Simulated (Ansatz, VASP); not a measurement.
**Tl2Te in two plane-wave programs**

Aim: how closely do two programs agree when they are given the same cell, functional and k mesh? The cell is generated by rule, not measured, and may not be a known phase. The cell is taken from a series of VASP runs on this material, whose earlier steps may have relaxed, scaled or displaced it; both programs get it as it stands.

Program: Ansatz 0.2.0. Level of theory: plane waves, with VASP 6.6.1 beside it; band structure at PBE and band structure at PBE, spin-orbit coupling. Results are calculated unless marked as measured.

The structure was built from a prototype and need not be the compound's stable phase.

## (1) Set-up

It takes space group Fm-3m (No. 225, cubic). The conventional cell has a = 6.803 Å, b = 6.803 Å, c = 6.803 Å, α = 90.00°, β = 90.00°, γ = 90.00°. Nearest to Te lie 8 Tl at 2.95 Å. Nearest to Tl lie 4 Te at 2.95 Å. Farther neighbours and most contacts between anions are not listed.

Coordinates:

```xyz
3
Lattice="0.0000 3.4015 3.4015 3.4015 0.0000 3.4015 3.4015 3.4015 0.0000" Properties=species:S:1:pos:R:3 pbc="T T T"
Te    0.0000    0.0000    0.0000
Tl    1.7008    1.7008    1.7008
Tl    5.1023    5.1023    5.1023
```

## (2) VASP: band structure, PBE

With cell and atoms fixed, the geometry can't cause a difference; cores, projectors, grids and the points listed under the comparison can.

Lines of VASP's logs that name or quote its potential files are left out, and so is its time.

INCAR reads:

```
SYSTEM = Tl2Te
PREC = Accurate
ENCUT = 400
EDIFF = 1E-06
NELM = 100
ISMEAR = 0
SIGMA = 0.02
LREAL = .FALSE.
ALGO = Normal
GGA = PE
NBANDS = 29
LORBIT = 11
LWAVE = .FALSE.
LCHARG = .FALSE.
KPAR = 4
ISIF = 2
```

POSCAR reads:

```
Tl2Te
1.0
    0.0000000000      3.4015200000      3.4015200000
    3.4015200000      0.0000000000      3.4015200000
    3.4015200000      3.4015200000      0.0000000000
Te Tl
1 2
Direct
    0.0000000000      0.0000000000      0.0000000000
    0.2500000000      0.2500000000      0.2500000000
    0.7500000000      0.7500000000      0.7500000000
```

KPOINTS reads:

```
Automatic mesh
0
Gamma
10 10 10
0 0 0
```

KPOINTS_OPT reads:

```
Line mode
24
Line-mode
Reciprocal
  0.00000000   0.00000000   0.00000000 GAMMA
  0.50000000   0.00000000   0.50000000 X

  0.50000000   0.00000000   0.50000000 X
  0.50000000   0.25000000   0.75000000 W

  0.50000000   0.25000000   0.75000000 W
  0.37500000   0.37500000   0.75000000 K

  0.37500000   0.37500000   0.75000000 K
  0.00000000   0.00000000   0.00000000 GAMMA

  0.00000000   0.00000000   0.00000000 GAMMA
  0.50000000   0.50000000   0.50000000 L

  0.50000000   0.50000000   0.50000000 L
  0.62500000   0.25000000   0.62500000 U

  0.62500000   0.25000000   0.62500000 U
  0.50000000   0.25000000   0.75000000 W

  0.50000000   0.25000000   0.75000000 W
  0.50000000   0.50000000   0.50000000 L

  0.50000000   0.50000000   0.50000000 L
  0.37500000   0.37500000   0.75000000 K

  0.62500000   0.25000000   0.62500000 U
  0.50000000   0.00000000   0.50000000 X
```

Potentials, in the order of the species: Te and Tl_d (PBE family, release 64).

Launch:

```sh
$ mpirun -np 4 vasp_std
```

Numbers of over 12 decimals in the logs are rounded to 6 here.

The program printed:

```text
[banner, memory and clock lines left out]
running    4 mpi-ranks, on    1 nodes
 distrk:  each k-point on    1 cores,    4 groups
 distr:  one band on    1 cores,    1 groups

 POSCAR found type information on POSCAR TeTl
 POSCAR found :  2 types and       3 ions
 LDA part: xc-table for (Slater+PW92), standard interpolation
 POSCAR, INCAR and KPOINTS ok, starting setup
 FFT: planning ... GRIDC
 FFT: planning ... GRID_SOFT
 FFT: planning ... GRID
 WAVECAR not read
 entering main loop
       N       E                     dE             d eps       ncg     rms          rms(c)
DAV:   1     0.147349328811E+03    0.14735E+03   -0.13211E+04  2766   0.809E+02
DAV:   2    -0.201672160495E+01   -0.14937E+03   -0.14314E+03  3175   0.219E+02
DAV:   3    -0.624893235564E+01   -0.42322E+01   -0.41817E+01  3199   0.313E+01
DAV:   4    -0.628891433126E+01   -0.39982E-01   -0.39974E-01  3081   0.349E+00
DAV:   5    -0.628968587744E+01   -0.77155E-03   -0.77154E-03  3101   0.475E-01    0.151E+01
DAV:   6    -0.620094717973E+01    0.88739E-01   -0.75430E-02  2996   0.233E+00    0.925E+00
DAV:   7    -0.619247692811E+01    0.84703E-02   -0.67602E-02  2991   0.176E+00    0.681E-01
DAV:   8    -0.618894290674E+01    0.35340E-02   -0.16958E-02  2916   0.952E-01    0.376E-01
DAV:   9    -0.618900194107E+01   -0.59034E-04   -0.13551E-03  3154   0.174E-01    0.168E-01
DAV:  10    -0.618905847983E+01   -0.56539E-04   -0.11657E-04  3074   0.655E-02    0.645E-02
DAV:  11    -0.618907233371E+01   -0.13854E-04   -0.39901E-05  2941   0.446E-02    0.389E-02
DAV:  12    -0.618907324417E+01   -0.91046E-06   -0.43325E-06  3208   0.860E-03
   1 F= -.61890732E+01 E0= -.61889050E+01  d E =-.336550E-03
 Start KPOINTS_OPT (optional k-point list driver)
k-point batch [1-47\240]
       N       E                     dE             ncg
DAV:   1     0.543397341745E+04   -0.24555E+05     2782
DAV:   2    -0.159469495656E+04   -0.70287E+04     3132
DAV:   3    -0.178550447846E+04   -0.19081E+03     3263
DAV:   4    -0.178733428701E+04   -0.18298E+01     3031
DAV:   5    -0.178737015002E+04   -0.35863E-01     3087
DAV:   6    -0.178737112699E+04   -0.97697E-03     3119
DAV:   7    -0.178737115751E+04   -0.30520E-04     3082
DAV:   8    -0.178737115833E+04   -0.81710E-06     1985
[...]
k-point batch [236-240\240]
       N       E                     dE             ncg
DAV:   1     0.352987465100E+05   -0.36323E+04      290
DAV:   2     0.345610288171E+05   -0.73772E+03      325
DAV:   3     0.345411037575E+05   -0.19925E+02      380
DAV:   4     0.345409147930E+05   -0.18896E+00      328
DAV:   5     0.345409113540E+05   -0.34390E-02      354
DAV:   6     0.345409112632E+05   -0.90793E-04      326
DAV:   7     0.345409112605E+05   -0.27462E-05      336
DAV:   8     0.345409112604E+05   -0.71850E-07      213
```

From OUTCAR (step 2):

```text
ion  position               nearest neighbor table
   1  0.000  0.000  0.000-   2 2.95   3 2.95   3 2.95   3 2.95   3 2.95   2 2.95   2 2.95   2 2.95

  LATTYP: Found a face centered cubic cell.
 ALAT       =     6.8030400000

 Subroutine GETGRP returns: Found 48 space group operations
 (whereof 48 operations were pure point group operations)

The static configuration has the point symmetry O_h .

 Found     47 irreducible k-points:

   k-points           NKPTS =     47   k-points in BZ     NKDIM =     47   number of bands    NBANDS=     29

   dimension x,y,z NGX =    32 NGY =   32 NGZ =   32
   dimension x,y,z NGXF=    64 NGYF=   64 NGZF=   64

   ENCUT  =  400.0 eV  29.40 Ry    5.42 a.u.   7.84  7.84  7.84*2*pi/ulx,y,z

   NELECT =      32.0000    total number of electrons

 k-points in reciprocal lattice and weights: Automatic mesh
   0.00000000  0.00000000  0.00000000       0.001
   0.10000000  0.00000000  0.00000000       0.008
   0.20000000  0.00000000  0.00000000       0.008
   0.30000000  0.00000000  0.00000000       0.008
   0.40000000  0.00000000  0.00000000       0.008
   0.50000000  0.00000000  0.00000000       0.004
   0.10000000  0.10000000  0.00000000       0.006
   0.20000000  0.10000000  0.00000000       0.024
   0.30000000  0.10000000  0.00000000       0.024
[...]
-0.30000000  0.40000000  0.20000000       0.024
  -0.30000000  0.50000000  0.20000000       0.012

 average (electrostatic) potential at core
       1 -86.8743       2 -81.5343       3 -81.5343

 E-fermi :   8.5716

 k-point     1 :       0.0000    0.0000    0.0000
  band No.  band energies     occupation
    ...
     15       5.9528      2.00000
     16       5.9528      2.00000
     17       8.1956      2.00000
     18       8.1956      2.00000
     19       8.1956      2.00000
     20      13.2682      0.00000
     21      13.2682      0.00000
     22      13.2682      0.00000
     23      14.9159      0.00000
     24      14.9159      0.00000
    ...

 k-point     2 :       0.1000    0.0000    0.0000
  band No.  band energies     occupation
    ...
     14       5.8050      2.00000
     15       5.8050      2.00000
     16       6.1879      2.00000
     17       8.4137      2.00000
     18       8.4137      2.00000
     19       9.0779      0.00000
     20      12.9359      0.00000
     21      12.9359      0.00000
     22      12.9370      0.00000
     23      15.4874      0.00000
    ...

 k-point     3 :       0.2000    0.0000    0.0000
  band No.  band energies     occupation
    ...
     12       2.1858      2.00000
     13       3.9776      2.00000
     14       5.5087      2.00000
     15       5.5087      2.00000
     16       6.9918      2.00000
     17       8.8537      0.00000
     18       8.8537      0.00000
     19      10.3548      0.00000
     20      12.5884      0.00000
     21      12.5884      0.00000
    ...

  Total       11.5281483     11.5281483     11.5281483      0.0000000      0.0000000      0.0000000
  in kB      234.6502683    234.6502683    234.6502683      0.0000000      0.0000000      0.0000000
  external PRESSURE =     234.6502683 kB  Pullay stress =       0.0000000 kB

  energy-cutoff  :      400.00
  volume of cell :       78.71
      direct lattice vectors                 reciprocal lattice vectors
     0.000000000  3.401520000  3.401520000    -0.146993109  0.146993109  0.146993109
     3.401520000  0.000000000  3.401520000     0.146993109 -0.146993109  0.146993109
     3.401520000  3.401520000  0.000000000     0.146993109  0.146993109 -0.146993109

 POSITION                                       TOTAL-FORCE (eV/Angst)
 -----------------------------------------------------------------------------------
      0.00000      0.00000      0.00000         0.000000      0.000000      0.000000
      1.70076      1.70076      1.70076         0.000000     -0.000000      0.000000
      5.10228      5.10228      5.10228        -0.000000      0.000000     -0.000000
 -----------------------------------------------------------------------------------
    total drift:                               -0.000000     -0.000000      0.000000

  FREE ENERGIE OF THE ION-ELECTRON SYSTEM (eV)
  ---------------------------------------------------
  free  energy   TOTEN  =        -6.1890732442 eV

  energy  without entropy=       -6.1887366944  energy(sigma->0) =       -6.18890497

 total charge
# of ion       s       p       d       tot
------------------------------------------
    1        1.448   1.956   0.077   3.481
    2        1.236   0.486   9.657  11.379
    3        1.236   0.486   9.657  11.379
--------------------------------------------------
tot          3.920   2.929  19.391  26.240

[... 3 further parts left out ...]
```

The run ends at a pressure of 23.47 GPa.

## (3) Ansatz: band structure, PBE

Ansatz runs on its default PAW (the set named soft_2) files.

The same cell, functional, mesh and smearing now go to Ansatz, which takes its cutoff from its data sets.

input.yaml reads:

```yaml
crystal:
  lattice:
    - [0.0, 3.40152, 3.40152]
    - [3.40152, 0.0, 3.40152]
    - [3.40152, 3.40152, 0.0]
  atoms:
    - { symbol: Te, position: [0.0, 0.0, 0.0] }
    - { symbol: Tl, position: [0.25, 0.25, 0.25] }
    - { symbol: Tl, position: [0.75, 0.75, 0.75] }
hamiltonian:
  xc: pbe
  pseudopotentials: { kind: paw }
kpoints:
  mp_grid: { grid: [10, 10, 10] }
  band_path:
    path:
      - [0.0, 0.0, 0.0]
      - [0.17391, 0.0, 0.17391]
      - [0.34783, 0.0, 0.34783]
      - [0.5, 0.0, 0.5]
      - [0.5, 0.08696, 0.58696]
      - [0.5, 0.18478, 0.68478]
      - [0.49457, 0.25543, 0.75]
      - [0.45109, 0.29891, 0.75]
      - [0.40761, 0.34239, 0.75]
      - [0.34239, 0.34239, 0.68478]
      - [0.21196, 0.21196, 0.42391]
      - [0.08152, 0.08152, 0.16304]
      - [0.04348, 0.04348, 0.04348]
      - [0.23913, 0.23913, 0.23913]
      - [0.41304, 0.41304, 0.41304]
      - [0.5163, 0.46739, 0.5163]
      - [0.55978, 0.38043, 0.55978]
      - [0.6087, 0.28261, 0.6087]
      - [0.60326, 0.25, 0.64674]
      - [0.55978, 0.25, 0.69022]
      - [0.5163, 0.25, 0.7337]
      - [0.5, 0.30435, 0.69565]
      - [0.5, 0.3913, 0.6087]
      - [0.5, 0.47826, 0.52174]
      - [0.47283, 0.47283, 0.55435]
      - [0.42391, 0.42391, 0.65217]
      - [0.38043, 0.38043, 0.73913]
      - [0.59239, 0.18478, 0.59239]
      - [0.54891, 0.09783, 0.54891]
      - [0.5, 0.0, 0.5]
    npoints: 1
scf:
  occupations: { method: gaussian, width: 0.02 }
  n_extra_bands: 7
output:
  forces: true
  stress: true
  eigenvalues: true
```

Launch:

```sh
$ ansatz run input.yaml --threads 2 --pin off --max-ram 4608MiB --backend cpu --events-out ev --progress --plain --runs-dir out
```

The program printed:

```text
scf.n_extra_bands = 7 over 21 filled bands (N_el = 42.0): the run solves 28 bands
Engine: ansatz 0.2.0, aarch64-unknown-linux-gnu
Pseudopotentials: kind: paw
Pseudopotential: Te, paw, valence charge 16, recommended cutoff 420 eV (normal), Te.paw.azcp
Pseudopotential: Tl, paw, valence charge 13, recommended cutoff 420 eV (normal), Tl.paw.azcp
Functional definition: PBE
  parameter kappa = 0.804
  parameter beta = 0.066725
  exchange = pbe_x(kappa = kappa, mu = beta*pi^2/3)
  correlation = pbe_c(beta = beta)
Crystal: 3 atoms, lattice volume = 78.713 Å³
Basis set: ecut = 420 eV, 1471 PW (Γ), exchange–correlation on 72×72×72 points (8 copies of the dense FFT grid, shifted against one another)
Bands: 28, of which v1, the nominal top of the filled ones, is band 21 counted from 1 (20 counted from 0)
Symmetry: 48 space group operations
Space group: Fm-3m (ITA 225), of the structure as read, at distance tolerance 4.3e-5 Å
k-points: 47 of 1000
Non-local potential: Te, projectors of the file, l = 0: 2, l = 1: 2, l = 2: 2, l = 3: 2
Non-local potential: Tl, projectors of the file, l = 0: 2, l = 1: 2, l = 2: 2, l = 3: 1
PAW form: soft (Blöchl's): semilocal exchange-correlation on the pseudo side does not see the compensation charge
PAW one-centre angular grid: Te, 590 points (default); XC on 64 Gauss nodes
PAW one-centre angular grid: Tl, 590 points (default); XC on 64 Gauss nodes
Initial density: superposition of atomic densities (neutral atoms: chi_scale 0, normalization atom), corrected by the library's trained network
Initial wavefunctions: pseudopotential atomic-orbital guess
Functional: x = pbe(κ = 0.804, μ = 0.219515), c = pbe(β = 0.066725)
SCF iter   1: F=—  HF=-29866.850126 eV  |F-HF|=—  |Δ(HF+E_count)|=         —  Δρ=2.37e-3  dr2=5.35e-3  ethr=1.77e-3  ⟨swp⟩=7.2  Hψ=6824  notcnv=0  defer=4
preconditioner: auto → LDOS  [insulator: Δε(μ)=0.039 eV  Ē_g=14.014 eV  σ=0.020 eV  W_gap=0.69  n_scr=14 (ndim 8)  ℏωp=23.7 eV  f_vac=0.044  D(μ)=1.23/eV (n_scr^D=8)  ε∞_Penn≈3.9  β→1.0]
SCF iter   2: F=—  HF=-29866.849162 eV  |F-HF|=—  |Δ(HF+E_count)|=   9.64e-4  Δρ=1.12e-3  dr2=7.10e-4  ethr=1.27e-5  ⟨swp⟩=2.6  Hψ=2974  notcnv=0  defer=94
SCF iter   3: F=—  HF=-29866.848759 eV  |F-HF|=—  |Δ(HF+E_count)|=   4.03e-4  Δρ=2.19e-4  dr2=7.23e-5  ethr=1.69e-6  ⟨swp⟩=2.0  Hψ=2391  notcnv=0  defer=94
SCF iter   4: F=—  HF=-29866.848739 eV  |F-HF|=—  |Δ(HF+E_count)|=   2.01e-5  Δρ=5.61e-5  dr2=3.87e-6  ethr=1.72e-7  ⟨swp⟩=3.0  Hψ=2212  notcnv=0  defer=94
SCF iter   5: F=—  HF=-29866.848738 eV  |F-HF|=—  |Δ(HF+E_count)|=   7.26e-7  Δρ=3.48e-5  dr2=9.68e-7  ethr=9.22e-9  ⟨swp⟩=2.0  Hψ=2212  notcnv=0  defer=94
SCF iter   6: F=-29866.848738 eV  HF=-29866.848738 eV  |F-HF|=3.67e-9  |Δ(HF+E_count)|=   4.53e-7  Δρ=2.56e-6  dr2=5.39e-9  ethr=2.38e-10  ⟨swp⟩=7.7  Hψ=6819  notcnv=0
SCF 1 converged in 6 iterations: F = -29866.848738 eV  dr2 = 5.39e-9
  greatest PAW one-centre occupation: 0.998 electrons in one spin orbital (limit 2), on the Te atom at site 0 (counted from 0), in its partial waves of l = 2
NSCF: frozen V_eff on 30 k-points
SCF converged after 6 iterations
Free energy (F): -29866.848738 eV
Harris-Foulkes:  -29866.848738 eV  (|F-HF|=3.67e-9)
Internal energy: -29866.848414 eV  (E = F + TS)
E sigma→0 (E₀):  -29866.848576 eV
Entropy (-TS):   -0.000324 eV (-0.108 meV/atom)
Fermi energy:    12.569695 eV
--- Per-component energies (eV) ---
  E_band       = -161.903665
  E_kinetic    = 859.082250
  E_local      = -2956.335619  (includes V_loc(G=0)·N_el)
  E_nonlocal   = 324.877774
  E_hartree    = 1464.721423
  E_xc         = -592.636814
  E_vxc        = -397.433227  (∫ρ·V_xc dr)
  E_paw        = -24988.370653  (= ΣΔE_a)
  E_vpaw       = -921.542309  (= ΣTr[D̂ρ^β])
  E_aug_tail   = -0.000113  (compensation charges beyond the density's cutoff)
  E_ewald      = -3978.186662
  E_smearing   = -0.000324  (= −TS)
  E_closure    = 0.000000  (closes the sum)
  Σ components = -29866.848738   (vs F -29866.848738, Δ=0.00e0)
--- Forces (eV/Å), atoms counted from 1 ---
  atom   1  Te    -0.00000000     0.00000000    -0.00000000
  atom   2  Tl     0.00000000    -0.00000000     0.00000000
  atom   3  Tl     0.00000000    -0.00000000    -0.00000000
  max |Σ_I F_I| component: 5.55e-17 eV/Å
--- Stress (GPa, compression-positive) ---
       23.584862      -0.000000      -0.000000
        0.000000      23.584862      -0.000000
        0.000000      -0.000000      23.584862
  P = ⅓ Tr σ = 23.5849 GPa (235.849 kbar)
--- Band table (eV; the first three rows and the last of 47) ---
  k-point 0: bands = [... 17 lower, 9.3845, 9.9428, 9.9428, 9.9428, 12.1951, 12.1951, 12.1951, 17.2629, ... 3 higher]
  k-point 1: bands = [... 17 lower, 8.8284, 9.7956, 9.7956, 10.1832, 12.4127, 12.4127, 13.0786, 16.9344, ... 3 higher]
  k-point 2: bands = [... 17 lower, 7.9870, 9.5002, 9.5002, 10.9901, 12.8526, 12.8526, 14.3559, 16.5902, ... 3 higher]
  k-point 46: bands = [... 17 lower, 4.9899, 7.0976, 10.5866, 12.3792, 12.8695, 14.6032, 17.6092, 17.8324, ... 3 higher]
```

It took 4.3 s on 2 threads of Arm Neoverse V1, shared host; peak memory 0.39 GiB; 8.3 s of CPU time.

The column dr2 measures how far the density is from self-consistency, as an energy; F and HF (Harris–Foulkes) agree once it is small.

## (4) Differences

Known differences besides the potentials themselves: the data sets hold 42 valence electrons in Ansatz (default PAW (the set named soft_2) files) and 32 in VASP; the cutoff is 420 eV in Ansatz and 400 eV in VASP; VASP leaves aspherical gradient terms in its spheres out (LASPH is not set), Ansatz keeps them. Total energies have different zeros and are not compared.

Both answers:

| quantity | Ansatz | VASP | difference |
| --- | --- | --- | --- |
| pressure (GPa) | 23.58 | 23.47 | +0.12 |
| pressure without Ansatz's Pulay correction (GPa) | 23.53 | 23.47 | +0.07 |

Levels from 3 eV below to 2 eV above the Fermi level differ by 4 meV r.m.s. and 9 meV at most; each VASP level is matched to the nearest of Ansatz, which flatters the figure a little. Ansatz's pressure holds a Pulay correction of 0.05 GPa; VASP's holds none.

(Part 1 of 2 ends here.)

[Lines on the potential files, build, host, timing and source positions are cut from VASP's logs without a mark.]

[Logs are printed without paths, hosts, clocks, repeated set-up lines and the standing remarks that a program may print on its own settings, such as how far it seeks lower states.]

[Hosts, paths, dates, database ids (printed as entryN), source tags and the programs' standing remarks are cut or masked in the printed files.]
